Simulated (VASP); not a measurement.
**AlP: single point with PBE+D3(BJ)**

**The experiment to reproduce.**

A printed reference work, data compilation reports, for a bulk crystal of AlP at 4.2 K: band gap 2.505 eV (indirect).

Crystal: AlP.

```
Al P
1.0
     0.00000    2.72599    2.72599
     2.72599    0.00000    2.72599
     2.72599    2.72599    0.00000
Al P
1 1
Direct
  0.00000 0.00000 0.00000
  0.25000 0.25000 0.25000
```

```yaml
Program: VASP 6.6.1
Task: single point
Functional: PBE
Dispersion: D3(BJ)
Potentials_or_basis: VASP PAW PBE potentials, release 64 (Al, P)
Cutoff: 500 eV
k_mesh: 8 × 8 × 8
Occupations: gaussian, width 0.01 eV
Spin: no spin polarisation
Dipole_correction: no
Further_INCAR_settings: ALGO = Normal; EDIFF = 1e-06; NBANDS = 11
```

| Property | Result |
| --- | --- |
| Pressure | -0.1 GPa |
| Band gap on the k mesh | 1.57 eV, indirect (least direct gap 3.34 eV) |
| Dispersion energy per atom | -0.310 eV |

Levels at points of the mesh, in eV from the valence-band top:
```
           k point  band 1  band 2  band 3  band 4  band 5  band 6  band 7  band 8
(0.00, 0.00, 0.00)  -11.53    0.00    0.00    0.00    3.34    4.57    4.57    4.57
(0.50, 0.00, 0.00)   -9.84   -5.55   -0.77   -0.77    2.83    4.82    4.82    8.29
(0.50, 0.50, 0.00)   -9.17   -5.32   -2.11   -2.11    1.57    2.47   11.11   11.11
```

Wall time 10 s on 1 thread of Intel Xeon 6975P-C, with other jobs on the host, peak memory 0.16 GiB.

Measured gap of AlP: 2.505 eV (indirect; 4.2 K; a printed reference work, data compilation). This calculation gives 1.57 eV (-0.93 eV). The value is that of PBE+D3(BJ) on a finite k mesh, which can miss the band edges, without temperature or zero-point motion. Semilocal functionals fall short of measured gaps as a rule.
